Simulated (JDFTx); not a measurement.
# GaP (F-43m) in JDFTx: settings compared

One crystal, GaP, is run at these levels: PBEsol, PBE0 (exact-exchange share 0.1), PBE0 (exact-exchange share 0.2), PBE0 (exact-exchange share 0.25), PBE0 (exact-exchange share 0.3); tasks: single point.

Everything below comes from runs of JDFTx 1.7.0 (patched build). Logs are shortened: lines on timing, memory, paths and dates and some standing lists are left out, and cuts for length are marked. The log counts tension as positive stress, the text compression.

**Experimental background.**

From “Stacking defects in GaP nanowires: Electronic structure and optical properties”, 2018, arxiv:1810.01194, for a bulk crystal of GaP at 10 K: band gap 2.34 eV (indirect).

How close the calculation comes is told below.

### 1 The structure

The structure is cubic, space group F-43m (No. 216). Conventional cell: a = 5.451 Å, b = 5.451 Å, c = 5.451 Å, α = 90.00°, β = 90.00°, γ = 90.00°. Ga (site symmetry -43m) has 4 P at 2.36 Å as nearest neighbours. Around P (site symmetry -43m) lie 4 Ga at 2.36 Å.

### 2 Single point, PBEsol

GaP.in reads:

```
lattice \
    0.0000000000     2.7252500000     2.7252500000 \
    2.7252500000     0.0000000000     2.7252500000 \
    2.7252500000     2.7252500000     0.0000000000
latt-scale 1.889726124626 1.889726124626 1.889726124626
coords-type Lattice
ion Ga     0.0000000000     0.0000000000     0.0000000000 1
ion P      0.7500000000     0.7500000000     0.7500000000 1

ion-species pseudo/Ga.upf
ion-species pseudo/P.upf
elec-cutoff 40 320
elec-ex-corr gga-PBEsol
kpoint-folding 8 8 8
elec-smearing Fermi 0.0018374661
elec-n-bands 15
electronic-SCF nIterations 100 energyDiffThreshold 1e-09
electronic-minimize nIterations 30 energyDiffThreshold 1e-7
converge-empty-states yes
forces-output-coords Cartesian

dump-name run.$VAR
dump End Ecomponents EigStats BandEigs Kpoints Forces Stress ElecDensity Dtot KEdensity
```

Potentials or basis: PseudoDojo-SR-PBEsol-0.4.1-standard with smoothed tails.

The run is started by

```bash
$ jdftx -c 1 -i GaP.in -o GaP.out
```

Standard output:

```text
*************** JDFTx 1.7.0 (patched build) ***************

Input parsed successfully to the following command list (including defaults):
[... the input with its defaults ...]

---------- Setting up symmetries ----------

Found 48 point-group symmetries of the bravais lattice
Found 24 space-group symmetries with basis
Applied RMS atom displacement 0 bohrs to make symmetries exact.

---------- Initializing the Grid ----------
R =
[            0      5.14998      5.14998  ]
[      5.14998            0      5.14998  ]
[      5.14998      5.14998            0  ]
unit cell volume = 273.178
G =
[  -0.610021   0.610021   0.610021  ]
[   0.610021  -0.610021   0.610021  ]
[   0.610021   0.610021  -0.610021  ]
Minimum fftbox size, Smin = [  60  60  60  ]
Chosen fftbox size, S = [  60  60  60  ]

---------- Initializing tighter grid for wavefunction operations ----------
R =
[            0      5.14998      5.14998  ]
[      5.14998            0      5.14998  ]
[      5.14998      5.14998            0  ]
unit cell volume = 273.178
G =
[  -0.610021   0.610021   0.610021  ]
[   0.610021  -0.610021   0.610021  ]
[   0.610021   0.610021  -0.610021  ]
Minimum fftbox size, Smin = [  44  44  44  ]
Chosen fftbox size, S = [  48  48  48  ]

---------- Exchange Correlation functional ----------
Initalized PBEsol GGA exchange.
Initalized PBEsol GGA correlation.

---------- Setting up pseudopotentials ----------
Width of ionic core gaussian charges (only for fluid interactions / plotting) set to 0

Reading pseudopotential file 'pseudo/Ga.upf':
  'Ga' pseudopotential, 'PBESOL' functional
  Generated using ONCVPSP code by D. R. Hamann
  13 valence electrons, 3 orbitals, 6 projectors, 1001 radial grid points, with lMax = 2
    3D    l: 2   occupation: 10.0   eigenvalue: -0.704192
    4S    l: 0   occupation:  2.0   eigenvalue: -0.329374
    4P    l: 1   occupation:  1.0   eigenvalue: -0.094479
  Core radius for overlap checks: 1.84 bohrs.

Reading pseudopotential file 'pseudo/P.upf':
  'P' pseudopotential, 'PBESOL' functional
  Generated using ONCVPSP code by D. R. Hamann
  5 valence electrons, 2 orbitals, 6 projectors, 1001 radial grid points, with lMax = 2
    3S    l: 0   occupation:  2.0   eigenvalue: -0.511448
    3P    l: 1   occupation:  3.0   eigenvalue: -0.201377
  Core radius for overlap checks: 1.66 bohrs.

Initialized 2 species with 2 total atoms.

Folded 1 k-points by 8x8x8 to 512 k-points.

---------- Setting up k-points, bands, fillings ----------
Adding inversion symmetry to k-mesh for non-inversion-symmetric unit cell.
Reduced to 29 k-points under symmetry.
Computing the number of bands and number of electrons
Calculating initial fillings.
nElectrons:  18.000000   nBands: 15   nStates: 29

----- Setting up reduced wavefunction bases (one per k-point) -----
average nbasis = 3300.439 , ideal nbasis = 3300.879

---------- Setting up ewald sum ----------
Optimum gaussian width for ewald sums = 2.339030 bohr.
Real space sum over 1331 unit cells with max indices [  5  5  5  ]
Reciprocal space sum over 2197 terms with max indices [  6  6  6  ]

---------- Allocating electronic variables ----------
Initializing wave functions:  linear combination of atomic orbitals
Note: number of bands (15) exceeds available atomic orbitals (13)
Ga pseudo-atom occupations:   s ( 2 )  p ( 1 )  d ( 10 )
P pseudo-atom occupations:   s ( 2 )  p ( 3 )
	FillingsUpdate:  mu: +0.325196458  nElectrons: 18.000000
LCAOMinimize: Iter:   0  F: -73.7411228429748178  |grad|_K:  2.185e-03  alpha:  1.000e+00
	FillingsUpdate:  mu: +0.313750455  nElectrons: 18.000000
LCAOMinimize: Iter:   1  F: -73.7489933497236905  |grad|_K:  4.728e-05  alpha:  4.912e-01  linmin: -1.896e-01  cgtest:  6.297e-01
LCAOMinimize: Encountered beta<0, resetting CG.
	FillingsUpdate:  mu: +0.313645106  nElectrons: 18.000000
LCAOMinimize: Iter:   2  F: -73.7489983390644142  |grad|_K:  1.438e-05  alpha:  6.836e-01  linmin: -8.084e-04  cgtest:  1.261e-02
	FillingsUpdate:  mu: +0.313738269  nElectrons: 18.000000
LCAOMinimize: Iter:   3  F: -73.7489987808929470  |grad|_K:  7.655e-07  alpha:  6.536e-01  linmin: -1.107e-03  cgtest: -7.412e-02
	FillingsUpdate:  mu: +0.313735835  nElectrons: 18.000000
LCAOMinimize: Iter:   4  F: -73.7489987826699860  |grad|_K:  1.111e-07  alpha:  9.287e-01  linmin: -1.927e-04  cgtest: -5.274e-03
LCAOMinimize: Converged (|Delta F|<1.000000e-06 for 2 iters).

-------- Electronic minimization -----------
Will mix electronic density at each iteration.
	FillingsUpdate:  mu: +0.313735835  nElectrons: 18.000000
	FillingsUpdate:  mu: +0.298678123  nElectrons: 18.000000
SCF: Cycle:  0   F: -73.794025407700460   dF: -4.503e-02   |Residual|: 5.152e-02   |deigs|: 1.402e-01
	FillingsUpdate:  mu: +0.299609173  nElectrons: 18.000000
SCF: Cycle:  1   F: -73.795198803662018   dF: -1.173e-03   |Residual|: 2.906e-02   |deigs|: 9.674e-03
	FillingsUpdate:  mu: +0.302628644  nElectrons: 18.000000
SCF: Cycle:  2   F: -73.795413925173548   dF: -2.151e-04   |Residual|: 3.888e-03   |deigs|: 5.713e-03
	FillingsUpdate:  mu: +0.302788749  nElectrons: 18.000000
SCF: Cycle:  3   F: -73.795420148402826   dF: -6.223e-06   |Residual|: 1.802e-03   |deigs|: 9.195e-04
	FillingsUpdate:  mu: +0.303269489  nElectrons: 18.000000
SCF: Cycle:  4   F: -73.795422245562719   dF: -2.097e-06   |Residual|: 5.980e-04   |deigs|: 8.007e-04
	FillingsUpdate:  mu: +0.303241893  nElectrons: 18.000000
SCF: Cycle:  5   F: -73.795422598365846   dF: -3.528e-07   |Residual|: 2.918e-04   |deigs|: 2.889e-04
	FillingsUpdate:  mu: +0.303269692  nElectrons: 18.000000
SCF: Cycle:  6   F: -73.795422738477683   dF: -1.401e-07   |Residual|: 3.809e-05   |deigs|: 3.468e-04
	FillingsUpdate:  mu: +0.303267109  nElectrons: 18.000000
SCF: Cycle:  7   F: -73.795422773310278   dF: -3.483e-08   |Residual|: 2.630e-05   |deigs|: 1.742e-04
	FillingsUpdate:  mu: +0.303268523  nElectrons: 18.000000
SCF: Cycle:  8   F: -73.795422791355747   dF: -1.805e-08   |Residual|: 8.838e-06   |deigs|: 3.346e-04
	FillingsUpdate:  mu: +0.303268749  nElectrons: 18.000000
SCF: Cycle:  9   F: -73.795422795791396   dF: -4.436e-09   |Residual|: 3.785e-06   |deigs|: 1.891e-04
	FillingsUpdate:  mu: +0.303269010  nElectrons: 18.000000
SCF: Cycle: 10   F: -73.795422798406349   dF: -2.615e-09   |Residual|: 1.351e-06   |deigs|: 1.657e-04
	FillingsUpdate:  mu: +0.303269049  nElectrons: 18.000000
SCF: Cycle: 11   F: -73.795422799016023   dF: -6.097e-10   |Residual|: 6.471e-07   |deigs|: 1.575e-04
	FillingsUpdate:  mu: +0.303269072  nElectrons: 18.000000
SCF: Cycle: 12   F: -73.795422799436651   dF: -4.206e-10   |Residual|: 4.302e-07   |deigs|: 3.380e-04
SCF: Converged (|Delta E|<1.000000e-09 for 2 iters).

Setting wave functions to eigenvectors of Hamiltonian
Converging empty states (this may take a while):
EmptyStates: None of the convergence criteria satisfied.
|deigs|: 1.376e-03

# Stress tensor in Cartesian coordinates [Eh/a0^3]:
[    1.764e-05            0            0  ]
[            0    1.764e-05            0  ]
[            0            0    1.764e-05  ]

# Ionic positions in lattice coordinates:
ion Ga   0.000000000000000   0.000000000000000   0.000000000000000 1
ion P   0.750000000000000   0.750000000000000   0.750000000000000 1

# Forces in Cartesian coordinates:
force Ga   0.000000000000000  -0.000000000000000  -0.000000000000000 1
force P  -0.000000000000000  -0.000000000000000   0.000000000000000 1

# Energy components:
   Eewald =      -48.2388119433807390
       EH =       26.0929583596540517
     Eloc =      -66.5475464621712973
      Enl =      -37.0166372828396248
      Exc =      -22.7615212035273267
 Exc_core =        9.5067580562692253
       KE =       65.1693776768973692
-------------------------------------
     Etot =      -73.7954227990983327
       TS =        0.0000000003383182
-------------------------------------
        F =      -73.7954227994366505

IonicMinimize: Iter:   0  F: -73.795422799436651  |grad|_K:       -nan
IonicMinimize: None of the convergence criteria satisfied after 0 iterations.

#--- Lowdin population analysis ---
# oxidation-state Ga +0.088
# oxidation-state P -0.044

Dumping 'run.eigStats' ...
	eMin: -0.263552 at state 20 ( [ +0.000000 +0.500000 +0.500000 ] spin 0 )
	HOMO: +0.276395 at state 0 ( [ +0.000000 +0.000000 +0.000000 ] spin 0 )
	mu  : +0.303269
	LUMO: +0.332206 at state 20 ( [ +0.000000 +0.500000 +0.500000 ] spin 0 )
	eMax: +0.728706 at state 20 ( [ +0.000000 +0.500000 +0.500000 ] spin 0 )
	HOMO-LUMO gap: +0.055811
	Optical gap  : +0.063788 at state 0 ( [ +0.000000 +0.000000 +0.000000 ] spin 0 )
WARNING: the last solve of the electrons (or of bands or displaced states from it) ended unconverged.
Done!
[note: mu as printed may lie anywhere between the filled and the empty levels]
```

It took 54 s on 1 thread of Intel Xeon 6975P-C (Granite Rapids), shared host; peak memory 0.14 GiB.

What came out:

* Free energy: -2008.0758 eV
* Pressure: -0.5 GPa
* Band gap on the k mesh: 1.52 eV, indirect (least direct gap 1.74 eV)

Levels at points of the mesh, in eV from the valence-band top:
| k point | band 5 | band 6 | band 7 | band 8 | band 9 | band 10 | band 11 |
| --- | --- | --- | --- | --- | --- | --- | --- |
| (0.00, 0.00, 0.00) | -14.48 | -12.52 | 0.00 | 0.00 | 0.00 | 1.74 | 3.83 |
| (0.00, 0.00, 0.50) | -14.47 | -10.44 | -6.69 | -1.13 | -1.13 | 1.58 | 4.64 |
| (0.00, 0.50, 0.50) | -14.46 | -9.53 | -6.80 | -2.71 | -2.71 | 1.52 | 1.72 |

Caveat: the empty levels aren't tightly converged.

### 3 Single point, PBE0 (exact-exchange share 0.1)

GaP.in reads:

```
lattice \
    0.0000000000     5.1499761211     5.1499761211 \
    5.1499761211     0.0000000000     5.1499761211 \
    5.1499761211     5.1499761211     0.0000000000
coords-type Cartesian
ion Ga     0.0000000000     0.0000000000     0.0000000000 1
ion P      7.7249641817     7.7249641817     7.7249641817 1

ion-species pseudo/Ga.upf
ion-species pseudo/P.upf
elec-cutoff 40 320
elec-ex-corr hyb-PBE0
exchange-parameters 0.1
kpoint-folding 2 2 2
elec-smearing Fermi 0.0018374661
elec-n-bands 15
electronic-SCF nIterations 100 energyDiffThreshold 1e-07
electronic-minimize nIterations 30 energyDiffThreshold 1e-7
converge-empty-states yes
forces-output-coords Cartesian

dump-name run.$VAR
dump End Ecomponents EigStats BandEigs Kpoints Forces Stress ElecDensity Dtot KEdensity
```

Potentials or basis: PseudoDojo-SR-PBE-0.5-standard with smoothed tails.

The run is started by

```bash
$ jdftx -c 1 -i GaP.in -o GaP.out
```

It took 3.2 min on 1 thread of AMD EPYC 9R45 (Zen 5), shared host; peak memory 0.2 GiB.

These settings aren't checked as converged: the numbers below hold their error.

Results:

```
Free energy            : -1993.8597 eV
Pressure               : 7.7 GPa
Band gap on the k mesh : 2.16 eV, indirect (least direct gap 2.53 eV)
Loewdin charges        : Ga +0.28; P -0.23 e
```

Caveat: the k mesh is coarse (spacing up to 1.00 Å⁻¹), so the values aren't converged, least of all with exact exchange; the hybrid runs on potentials with a model core; the potentials were made for another functional, which shifts forces and pressure.

### 4 Single point, PBE0 (exact-exchange share 0.2)

GaP.in: that of step 3 with these lines changed.

```diff
@@ -12,3 +12,3 @@
 elec-ex-corr hyb-PBE0
-exchange-parameters 0.1
+exchange-parameters 0.2
 kpoint-folding 2 2 2
```

The run is started by

```bash
$ jdftx -c 1 -i GaP.in -o GaP.out
```

Wall time 3.7 min (1 thread of AMD EPYC 9R45 (Zen 5), shared host); peak memory 0.2 GiB.

The run converged, but some of its settings lie outside the range that counts as converged, so its numbers aren't taken as properties of the crystal.

What came out:

```yaml
Free_energy: -1982.9083 eV
Pressure: 5.9 GPa
Band_gap_on_the_k_mesh: 2.86 eV, indirect (least direct gap 3.31 eV)
Loewdin_charges: Ga +0.26; P -0.21 e
```

Caveat: the k mesh is coarse (spacing up to 1.00 Å⁻¹), so the values aren't converged, least of all with exact exchange; the hybrid runs on potentials with a model core; the potentials were made for another functional, which shifts forces and pressure.

### 5 Single point, PBE0 (exact-exchange share 0.25)

GaP.in: that of step 4 with these lines changed.

```diff
@@ -12,3 +12,3 @@
 elec-ex-corr hyb-PBE0
-exchange-parameters 0.2
+exchange-parameters 0.25
 kpoint-folding 2 2 2
@@ -22,2 +22,2 @@
 dump-name run.$VAR
-dump End Ecomponents EigStats BandEigs Kpoints Forces Stress ElecDensity Dtot KEdensity
+dump End Ecomponents EigStats BandEigs Kpoints Forces Stress
```

The run is started by

```bash
$ jdftx -c 1 -i GaP.in -o GaP.out
```

Wall time 4 min (1 thread of AMD EPYC 9R45 (Zen 5), shared host); peak memory 0.21 GiB.

These settings aren't checked as converged: the numbers below hold their error.

What came out:

```
Free energy            : -1977.4616 eV
Pressure               : 4.9 GPa
Band gap on the k mesh : 3.21 eV, indirect (least direct gap 3.71 eV)
Loewdin charges        : Ga +0.25; P -0.19 e
```

Caveat: the k mesh is coarse (spacing up to 1.00 Å⁻¹), so the values aren't converged, least of all with exact exchange; the hybrid runs on potentials with a model core; the potentials were made for another functional, which shifts forces and pressure.

### 6 Single point, PBE0 (exact-exchange share 0.3)

GaP.in: that of step 5 with these lines changed.

```diff
@@ -12,3 +12,3 @@
 elec-ex-corr hyb-PBE0
-exchange-parameters 0.25
+exchange-parameters 0.3
 kpoint-folding 2 2 2
```

Potentials or basis: PseudoDojo-SR-PBE-0.5-standard with smoothed tails.

The run is started by

```bash
$ jdftx -c 1 -i GaP.in -o GaP.out
```

Run time: 4.2 min. Hardware: 1 thread of AMD EPYC 9R45 (Zen 5), shared host; peak memory 0.2 GiB.

The run converged, but some of its settings lie outside the range that counts as converged, so its numbers aren't taken as properties of the crystal.

Results:

```yaml
Free_energy: -1972.0344 eV
Pressure: 4.0 GPa
Band_gap_on_the_k_mesh: 3.56 eV, indirect (least direct gap 4.10 eV)
Loewdin_charges: Ga +0.24; P -0.18 e
```

Caveat: the k mesh is coarse (spacing up to 1.00 Å⁻¹), so the values aren't converged, least of all with exact exchange; the hybrid runs on potentials with a model core; the potentials were made for another functional, which shifts forces and pressure.

### 7 For comparison

An earlier run on the cell as given: functional PBEsol; potentials or basis PseudoDojo-SR-PBEsol-0.4.1-standard with smoothed tails; cutoff 1088 eV; density cutoff 8708 eV; k mesh 8 × 8 × 8; occupations fermi-dirac, width 0.05 eV; no spin polarisation.

* Pressure: -0.5 GPa
* Band gap on the k mesh: 1.52 eV, indirect (least direct gap 1.74 eV)

### 8 How close it comes

Step 2. A measured gap of GaP is 2.34 eV (indirect; 10 K; quoted in “Stacking defects in GaP nanowires: Electronic structure and optical properties”, 2018, arxiv:1810.01194); the calculated 1.52 eV misses it by -0.82 eV. Spin-orbit coupling on Ga is left out. The value is that of PBEsol on a finite k mesh, which can miss the band edges, without temperature or zero-point motion. Semilocal functionals fall short of measured gaps as a rule.
